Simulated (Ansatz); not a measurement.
# P on Pd(111): change of the work function, part 2 of 4

Aim: the work function of Pd(111) at several coverages of P (fcc site), and the dipole that each adsorbate carries.

Ansatz 0.2.0; plane-wave DFT, PBE, Ansatz PAW.

So far, work function, upper face (eV): step 2 (the clean slab) 5.27.

### Step 3. Adsorbate added, k-mesh 4×4×1, coverage 0.111 ML

System of this step: PPd36 (P/Pd(111)). The cell holds 37 atoms: 36 Pd and 1 P. Its edges and angles: a = 8.252 Å, b = 8.252 Å, c = 26.818 Å, α = 90.0°, β = 90.0°, γ = 60.0°. Vacuum lies along c.

The clean slab as it ended is repeated in the plane and the adsorbate is set on one face; the cell's size fixes the coverage, and the k-mesh shrinks with it to keep the sampling density about even. Adsorbate and upper layers relax, since the dipole depends on the height.

Contents of input.yaml:

```yaml
crystal:
  lattice:
    - [8.2519361365, 0.0, 0.0]
    - [4.1259680682, 7.1463863246, 0.0]
    - [0.0, 0.0, 26.8179875262]
  atoms:
    - { symbol: Pd, position: [0.0, 0.0, 0.3355956517] }
    - { symbol: Pd, position: [0.1111111111, 0.1111111111, 0.4193414042] }
    - { symbol: Pd, position: [0.2222222222, 0.2222222222, 0.5048807176] }
    - { symbol: Pd, position: [0.0, 0.0, 0.5907833437] }
    - { symbol: Pd, position: [0.0, 0.3333333333, 0.3355956517] }
    - { symbol: Pd, position: [0.1111111111, 0.4444444444, 0.4193414042] }
    - { symbol: Pd, position: [0.2222222222, 0.5555555556, 0.5048807176] }
    - { symbol: Pd, position: [0.0, 0.3333333333, 0.5907833437] }
    - { symbol: Pd, position: [0.0, 0.6666666667, 0.3355956517] }
    - { symbol: Pd, position: [0.1111111111, 0.7777777778, 0.4193414042] }
    - { symbol: Pd, position: [0.2222222222, 0.8888888889, 0.5048807176] }
    - { symbol: Pd, position: [0.0, 0.6666666667, 0.5907833437] }
    - { symbol: Pd, position: [0.3333333333, 0.0, 0.3355956517] }
    - { symbol: Pd, position: [0.4444444444, 0.1111111111, 0.4193414042] }
    - { symbol: Pd, position: [0.5555555556, 0.2222222222, 0.5048807176] }
    - { symbol: Pd, position: [0.3333333333, 0.0, 0.5907833437] }
    - { symbol: Pd, position: [0.3333333333, 0.3333333333, 0.3355956517] }
    - { symbol: Pd, position: [0.4444444444, 0.4444444444, 0.4193414042] }
    - { symbol: Pd, position: [0.5555555556, 0.5555555556, 0.5048807176] }
    - { symbol: Pd, position: [0.3333333333, 0.3333333333, 0.5907833437] }
    - { symbol: Pd, position: [0.3333333333, 0.6666666667, 0.3355956517] }
    - { symbol: Pd, position: [0.4444444444, 0.7777777778, 0.4193414042] }
    - { symbol: Pd, position: [0.5555555556, 0.8888888889, 0.5048807176] }
    - { symbol: Pd, position: [0.3333333333, 0.6666666667, 0.5907833437] }
    - { symbol: Pd, position: [0.6666666667, 0.0, 0.3355956517] }
    - { symbol: Pd, position: [0.7777777778, 0.1111111111, 0.4193414042] }
    - { symbol: Pd, position: [0.8888888889, 0.2222222222, 0.5048807176] }
    - { symbol: Pd, position: [0.6666666667, 0.0, 0.5907833437] }
    - { symbol: Pd, position: [0.6666666667, 0.3333333333, 0.3355956517] }
    - { symbol: Pd, position: [0.7777777778, 0.4444444444, 0.4193414042] }
    - { symbol: Pd, position: [0.8888888889, 0.5555555556, 0.5048807176] }
    - { symbol: Pd, position: [0.6666666667, 0.3333333333, 0.5907833437] }
    - { symbol: Pd, position: [0.6666666667, 0.6666666667, 0.3355956517] }
    - { symbol: Pd, position: [0.7777777778, 0.7777777778, 0.4193414042] }
    - { symbol: Pd, position: [0.8888888889, 0.8888888889, 0.5048807176] }
    - { symbol: Pd, position: [0.6666666667, 0.6666666667, 0.5907833437] }
    - { symbol: P, position: [0.1111111111, 0.1111111111, 0.6644043483] }
kpoints:
  mp_grid: { grid: [4, 4, 1] }
hamiltonian:
  xc: pbe
scf:
  occupations: { method: fermi_dirac, width: 0.1 }
  convergence: { dr2_threshold: 1.0e-08 }
efield:
  axis: 3
  dipole_correction: true
  ramp_position: 0.97
  ramp_width: 0.06
relax:
  f_tol: 0.02
  max_steps: 60
  constraints:
    - { sites: [0, 1, 4, 5, 8, 9, 12, 13, 16, 17, 20, 21, 24, 25, 28, 29, 32, 33] }
output:
  write_potential: true
  write_density: true
  volumetric_format: npy
```

On the command line:

```bash
$ ansatz run input.yaml --threads 4 --pin off --max-ram 16384MiB --backend cpu --events-out ev --progress --plain --runs-dir out
```

Numbers of over 12 decimals in the logs are rounded to 6 here.

The log of the run:

```text
[...]
Crystal: 37 atoms, lattice volume = 1581.498 Å³
Basis set: ecut = 420 eV, 30839 PW (Γ), exchange–correlation on 120×120×360 points (8 copies of the dense FFT grid, shifted against one another)
Bands: 392, of which v1, the nominal top of the filled ones, is band 327 counted from 1 (326 counted from 0)
Symmetry: 6 space group operations
[...]
k-points: 4 of 16 (time reversal used)
[...]
SCF iter   1: F=—  HF=-251770.567296 eV  |F-HF|=—  |Δ(HF+E_count)|=         —  Δρ=9.71e-3  dr2=1.18e1  ethr=1.77e-3  p=0.054 e·Å  D=6.23e-3 V/Å  ΔV_dip=-0.17 eV  dr2_dipole=7.32e-1  V_vac-E_F(+/−)=4.77/4.94 eV  ⟨swp⟩=7.2  Hψ=6758  notcnv=0  defer=94
[...]
SCF iter  14: F=-251770.281333 eV  HF=-251770.281333 eV  |F-HF|=4.79e-8  |Δ(HF+E_count)|=   2.82e-9  Δρ=4.26e-7  dr2=5.65e-9  ethr=1.53e-12  p=0.020 e·Å  D=2.32e-3 V/Å  ΔV_dip=-0.06 eV  dr2_dipole=1.13e-11  V_vac-E_F(+/−)=5.17/5.23 eV  ⟨swp⟩=8.0  Hψ=9079  notcnv=0
SCF 1 converged in 14 iterations: F = -251770.281333 eV  dr2 = 5.65e-9
[...]
relax step   1: F+E_penalty+E_count = -251770.28133275 eV  Δ(F+E_penalty+E_count) = +0.000e0 eV  max|allowed force component| = 3.793e0 eV/Å  Δτ_max = 0.0000 Å  (14 SCF iters, accepted)
[...]
SCF iter  12: F=-251771.058767 eV  HF=-251771.058767 eV  |F-HF|=3.13e-8  |Δ(HF+E_count)|=   3.24e-8  Δρ=5.20e-7  dr2=7.60e-9  ethr=1.53e-12  p=0.021 e·Å  D=2.43e-3 V/Å  ΔV_dip=-0.07 eV  dr2_dipole=9.43e-11  V_vac-E_F(+/−)=5.17/5.23 eV  ⟨swp⟩=8.2  Hψ=9169  notcnv=0
SCF 2 converged in 12 iterations: F = -251771.058767 eV  dr2 = 7.60e-9
relax step   2: F+E_penalty+E_count = -251771.05876695 eV  Δ(F+E_penalty+E_count) = -7.774e-1 eV  max|allowed force component| = 2.265e0 eV/Å  Δτ_max = 0.1949 Å  (12 SCF iters, accepted)
SCF iter   1: F=—  HF=-251771.313043 eV  |F-HF|=—  |Δ(HF+E_count)|=         —  Δρ=2.46e-3  dr2=7.96e-2  ethr=1.40e-4  p=0.021 e·Å  D=2.43e-3 V/Å  ΔV_dip=-0.07 eV  dr2_dipole=5.04e-4  V_vac-E_F(+/−)=5.17/5.24 eV  ⟨swp⟩=5.8  Hψ=5922  notcnv=0  defer=151
[...]
SCF iter  12: F=-251771.296466 eV  HF=-251771.296466 eV  |F-HF|=1.70e-8  |Δ(HF+E_count)|=   2.99e-8  Δρ=4.04e-7  dr2=5.33e-9  ethr=1.53e-12  p=0.020 e·Å  D=2.25e-3 V/Å  ΔV_dip=-0.06 eV  dr2_dipole=5.55e-11  V_vac-E_F(+/−)=5.18/5.24 eV  ⟨swp⟩=8.0  Hψ=8924  notcnv=0
SCF 3 converged in 12 iterations: F = -251771.296466 eV  dr2 = 5.33e-9
relax step   3: F+E_penalty+E_count = -251771.29646641 eV  Δ(F+E_penalty+E_count) = -2.377e-1 eV  max|allowed force component| = 4.185e-1 eV/Å  Δτ_max = 0.1948 Å  (12 SCF iters, accepted)
[...]
relax step   4: F+E_penalty+E_count = -251771.30970759 eV  Δ(F+E_penalty+E_count) = -1.324e-2 eV  max|allowed force component| = 1.508e-1 eV/Å  Δτ_max = 0.0357 Å  (12 SCF iters, accepted)
SCF iter   1: F=—  HF=-251771.311618 eV  |F-HF|=—  |Δ(HF+E_count)|=         —  Δρ=5.28e-4  dr2=4.32e-3  ethr=4.07e-6  p=0.013 e·Å  D=1.53e-3 V/Å  ΔV_dip=-0.04 eV  dr2_dipole=6.10e-5  V_vac-E_F(+/−)=5.20/5.24 eV  ⟨swp⟩=3.5  Hψ=3352  notcnv=0  defer=150
[...]
SCF iter  10: F=-251771.312190 eV  HF=-251771.312190 eV  |F-HF|=1.15e-8  |Δ(HF+E_count)|=   3.77e-8  Δρ=2.39e-7  dr2=1.97e-9  ethr=1.53e-12  p=0.015 e·Å  D=1.73e-3 V/Å  ΔV_dip=-0.05 eV  dr2_dipole=2.94e-12  V_vac-E_F(+/−)=5.19/5.24 eV  ⟨swp⟩=7.8  Hψ=8686  notcnv=0
SCF 5 converged in 10 iterations: F = -251771.312190 eV  dr2 = 1.97e-9
[...]
relax step   5: F+E_penalty+E_count = -251771.31218994 eV  Δ(F+E_penalty+E_count) = -2.482e-3 eV  max|allowed force component| = 5.426e-3 eV/Å  Δτ_max = 0.0101 Å  (10 SCF iters, accepted)
NSCF: frozen V_eff on 4 k-points
[...]
WARN: The output density's exchange-correlation potential varies sharply where the density is thin. Do not read a vacuum level from v_tot or v_xc, or from such a field of the output density. On a cell that repeats whose density bears no net charge and no dipole along the vacuum's axis use v_es (v_loc + v_h of the components); under efield.dipole_correction with no amplitude use v_es + v_field, which holds any externa [...]
SCF converged after 10 iterations
Free energy (F): -251771.312190 eV
[...]
Internal energy: -251769.045097 eV  (E = F + TS)
E sigma→0 (E₀):  -251770.178643 eV
Entropy (-TS):   -2.267093 eV (-61.273 meV/atom)
Fermi energy:    3.337100 eV
Dipole field:    D = 0.001735 V/Å  (p = 0.015162 e·Å, saw-weighted, corrected)
Work function:   Φ+ = 5.1903 eV   Φ− = 5.2369 eV
[...]
--- Forces (eV/Å), atoms counted from 1 ---
  atom   1  Pd     0.00829697     0.00479026    -0.29600101
  atom   2  Pd     0.00000000     0.00000000     0.40748087
  atom   3  Pd     0.00038426     0.00022185    -0.00245511
  atom   4  Pd    -0.00253386    -0.00146293    -0.00053979
  atom   5  Pd     0.00000000    -0.00958051    -0.29600101
  atom   6  Pd     0.00326241     0.00727561     0.32872299
  atom   7  Pd    -0.00006924     0.00003997     0.00195169
  atom   8  Pd    -0.00000000     0.00292585    -0.00053979
  atom   9  Pd    -0.01557844     0.00899422    -0.32555073
  atom  10  Pd    -0.00466966    -0.00646314     0.32872299
  atom  11  Pd     0.00000000    -0.00044370    -0.00245511
  atom  12  Pd     0.00071426    -0.00041238    -0.00161169
  atom  13  Pd    -0.00829697     0.00479026    -0.29600101
  atom  14  Pd     0.00793207    -0.00081247     0.32872299
  atom  15  Pd     0.00000000    -0.00007995     0.00195169
  atom  16  Pd     0.00253386    -0.00146293    -0.00053979
  atom  17  Pd     0.01068364     0.00616821    -0.30668688
  atom  18  Pd     0.00000000     0.00000000     0.31677417
  atom  19  Pd     0.00006924     0.00003997     0.00195169
  atom  20  Pd    -0.00108777    -0.00062802    -0.00028225
  atom  21  Pd     0.00000000    -0.01233641    -0.30668688
  atom  22  Pd     0.00466966    -0.00646314     0.32872299
  atom  23  Pd     0.00021928    -0.00012660     0.00137907
  atom  24  Pd    -0.00000000     0.00125605    -0.00028225
  atom  25  Pd     0.00000000    -0.01798844    -0.32555073
  atom  26  Pd    -0.00793207    -0.00081247     0.32872299
  atom  27  Pd    -0.00038426     0.00022185    -0.00245511
  atom  28  Pd    -0.00000000     0.00082476    -0.00161169
  atom  29  Pd    -0.01068364     0.00616821    -0.30668688
  atom  30  Pd    -0.00326241     0.00727561     0.32872299
  atom  31  Pd    -0.00000000     0.00025320     0.00137907
  atom  32  Pd     0.00108777    -0.00062802    -0.00028225
  atom  33  Pd     0.01557844     0.00899422    -0.32555073
  atom  34  Pd    -0.00000000     0.00000000     0.08734886
  atom  35  Pd    -0.00021928    -0.00012660     0.00137907
  atom  36  Pd    -0.00071426    -0.00041238    -0.00161169
  atom  37  P     -0.00000000    -0.00000000     0.00542581
  max |Σ_I F_I| component: 2.24e-5 eV/Å
--- Band table (eV) ---
  k-point 0: bands = [... 323 lower, 3.0342, 3.0342, 3.0775, 3.0775, 3.0946, 3.0957, 3.1406, 3.1406, ... 61 higher]
  k-point 1: bands = [... 323 lower, 3.1807, 3.1994, 3.2152, 3.2591, 3.3069, 3.3156, 3.3241, 3.3431, ... 61 higher]
  k-point 2: bands = [... 323 lower, 3.2872, 3.2909, 3.3395, 3.4024, 3.4531, 3.4711, 3.4768, 3.4834, ... 61 higher]
  k-point 3: bands = [... 323 lower, 3.2801, 3.3176, 3.3432, 3.3533, 3.3685, 3.3920, 3.4635, 3.4802, ... 61 higher]
--- Relaxed structure (5 steps of the walk, 5 accepted, 0 SCFs on fresh bases) ---
  F+E_penalty+E_count = -251771.31218994 eV   max|allowed force component| = 5.426e-3 eV/Å
  atoms:
    - { symbol: Pd, position: [1.1111113280699722e-11, 1.1111113280699718e-11, 0.3355956517] }
    - { symbol: Pd, position: [0.111111, 0.111111, 0.4193414042] }
    - { symbol: Pd, position: [0.222160, 0.222160, 0.505417] }
    - { symbol: Pd, position: [-0.00336237, -0.00336237, 0.593454] }
    - { symbol: Pd, position: [1.1111112030448567e-11, 0.333333, 0.3355956517] }
    - { symbol: Pd, position: [0.111111, 0.444444, 0.4193414042] }
    - { symbol: Pd, position: [0.222120, 0.555607, 0.504971] }
    - { symbol: Pd, position: [-0.00336237, 0.340058, 0.593454] }
    - { symbol: Pd, position: [-2.2222168549745902e-11, 0.666667, 0.3355956517] }
    - { symbol: Pd, position: [0.111111, 0.777778, 0.4193414042] }
    - { symbol: Pd, position: [0.222160, 0.889012, 0.505417] }
    - { symbol: Pd, position: [-5.4298617080561495e-5, 0.666694, 0.591157] }
    - { symbol: Pd, position: [0.333333, 1.1111113280699718e-11, 0.3355956517] }
    - { symbol: Pd, position: [0.444444, 0.111111, 0.4193414042] }
    - { symbol: Pd, position: [0.555607, 0.222120, 0.504971] }
    - { symbol: Pd, position: [0.340058, -0.00336237, 0.593454] }
    - { symbol: Pd, position: [0.333333, 0.333333, 0.3355956517] }
    - { symbol: Pd, position: [0.444444, 0.444444, 0.4193414042] }
    - { symbol: Pd, position: [0.555607, 0.555607, 0.504971] }
    - { symbol: Pd, position: [0.334821, 0.334821, 0.591178] }
    - { symbol: Pd, position: [0.333333, 0.666667, 0.3355956517] }
    - { symbol: Pd, position: [0.444444, 0.777778, 0.4193414042] }
    - { symbol: Pd, position: [0.555693, 0.888820, 0.505131] }
    - { symbol: Pd, position: [0.334821, 0.663692, 0.591178] }
    - { symbol: Pd, position: [0.666667, -2.22222043069289e-11, 0.3355956517] }
    - { symbol: Pd, position: [0.777778, 0.111111, 0.4193414042] }
    - { symbol: Pd, position: [0.889012, 0.222160, 0.505417] }
    - { symbol: Pd, position: [0.666694, -5.429861708056704e-5, 0.591157] }
    - { symbol: Pd, position: [0.666667, 0.333333, 0.3355956517] }
    - { symbol: Pd, position: [0.777778, 0.444444, 0.4193414042] }
    - { symbol: Pd, position: [0.888820, 0.555693, 0.505131] }
    - { symbol: Pd, position: [0.663692, 0.334821, 0.591178] }
    - { symbol: Pd, position: [0.666667, 0.666667, 0.3355956517] }
    - { symbol: Pd, position: [0.777778, 0.777778, 0.4193414042] }
    - { symbol: Pd, position: [0.888820, 0.888820, 0.505131] }
    - { symbol: Pd, position: [0.666694, 0.666694, 0.591157] }
    - { symbol: P, position: [0.111111, 0.111111, 0.649470] }
```

Elapsed: 12 min, on 4 threads of Arm Neoverse V1, shared host; peak memory 10 GiB; 35 min of CPU time.

Step by step:

| step | energy less that of the first step (eV) | largest force component (eV/Å) |
| --- | --- | --- |
| 1 | 0.0000 | 3.7932 |
| 2 | -0.7774 | 2.2651 |
| 3 | -1.0151 | 0.4185 |
| 4 | -1.0284 | 0.1508 |
| 5 | -1.0309 | 0.0054 |

Forces are held to the 6 operations that the run works with; a distortion that breaks them can't arise in this run.

The atoms that moved most (Å):

```
atom      dx      dy      dz  length
 P37   0.000   0.000  -0.400   0.400
Pd16   0.042  -0.024   0.072   0.086
 Pd4  -0.042  -0.024   0.072   0.086
 Pd8   0.000   0.048   0.072   0.086
Pd20   0.018   0.011   0.011   0.024
Pd24   0.000  -0.021   0.011   0.024
Pd32  -0.018   0.011   0.011   0.024
Pd11   0.000   0.001   0.014   0.014
```

Final coordinates:

```xyz
37
Lattice="8.2519 0.0000 0.0000 4.1260 7.1464 0.0000 0.0000 0.0000 26.8180" Properties=species:S:1:pos:R:3
Pd    0.0000    0.0000    9.0000
Pd    1.3753    0.7940   11.2459
Pd    2.7499    1.5876   13.5543
Pd   -0.0416   -0.0240   15.9152
Pd    1.3753    2.3821    9.0000
Pd    2.7506    3.1762   11.2459
Pd    4.1253    3.9706   13.5423
Pd    1.3753    2.4302   15.9152
Pd    2.7506    4.7643    9.0000
Pd    4.1260    5.5583   11.2459
Pd    5.5013    6.3532   13.5543
Pd    2.7503    4.7645   15.8536
Pd    2.7506    0.0000    9.0000
Pd    4.1260    0.7940   11.2459
Pd    5.5013    1.5874   13.5423
Pd    2.7923   -0.0240   15.9152
Pd    4.1260    2.3821    9.0000
Pd    5.5013    3.1762   11.2459
Pd    6.8772    3.9706   13.5423
Pd    4.1444    2.3928   15.8542
Pd    5.5013    4.7643    9.0000
Pd    6.8766    5.5583   11.2459
Pd    8.2528    6.3519   13.5466
Pd    5.5013    4.7430   15.8542
Pd    5.5013    0.0000    9.0000
Pd    6.8766    0.7940   11.2459
Pd    8.2527    1.5876   13.5543
Pd    5.5013   -0.0004   15.8536
Pd    6.8766    2.3821    9.0000
Pd    8.2519    3.1762   11.2459
Pd    9.6273    3.9712   13.5466
Pd    6.8582    2.3928   15.8542
Pd    8.2519    4.7643    9.0000
Pd    9.6273    5.5583   11.2459
Pd   11.0017    6.3519   13.5466
Pd    8.2523    4.7645   15.8536
P     1.3753    0.7940   17.4175
```

This step gave:

| Quantity | Value |
| --- | --- |
| energy at zero smearing | -251770.1786 eV |
| work function, upper face | 5.190 eV |
| work function, lower face | 5.237 eV |
| dipole along the normal | 0.01516 e·Å |
| step between the vacuum levels | -0.04653 eV |

Running mean over 2.246 Å of the planar mean; the ramp of the sawtooth is left out. The electron's electrostatic potential energy less the Fermi level by z:

```csv
z (Å),electron's electrostatic potential energy less the Fermi level (eV)
3.5,5.24
4.0,5.24
4.5,5.24
5.0,5.23
5.5,5.22
6.0,5.18
6.5,5.02
7.0,4.39
7.5,1.78
8.0,-3.11
8.5,-7.05
9.0,-8.25
9.5,-8.43
10.0,-8.48
10.5,-8.51
11.0,-8.55
11.5,-8.49
12.0,-8.18
12.5,-8.03
13.0,-8.30
13.5,-8.48
14.0,-8.25
14.5,-7.80
15.0,-7.85
15.5,-8.33
16.0,-8.52
16.5,-7.23
17.0,-3.09
17.5,1.35
18.0,3.41
18.5,4.28
19.0,4.87
19.5,5.11
20.0,5.17
20.5,5.19
21.0,5.19
21.5,5.19
22.0,5.19
22.5,5.19
23.0,5.19
23.5,5.19
```

The relaxation took 5 steps and lowered the energy by 1.0 eV; the largest force on the free atoms ends at 0.0054 eV/Å.

The covered face has 5.19 eV, -0.08 eV against the clean one; the bare back face has moved by -0.01 eV, a measure of how thin the slab is.

(Continued in part 3 of 4.)

[Logs are printed without paths, hosts, clocks, repeated set-up lines and the standing remarks that a program may print on its own settings, such as how far it seeks lower states.]

[Hosts, paths, dates, database ids (printed as entryN), source tags and the programs' standing remarks are cut or masked in the printed files.]

[Maps of the electrostatic potential energy from Ansatz leave out the sawtooth potential of an applied field or a dipole correction, so their vacuum need not be flat; planar profiles and work functions include it.]
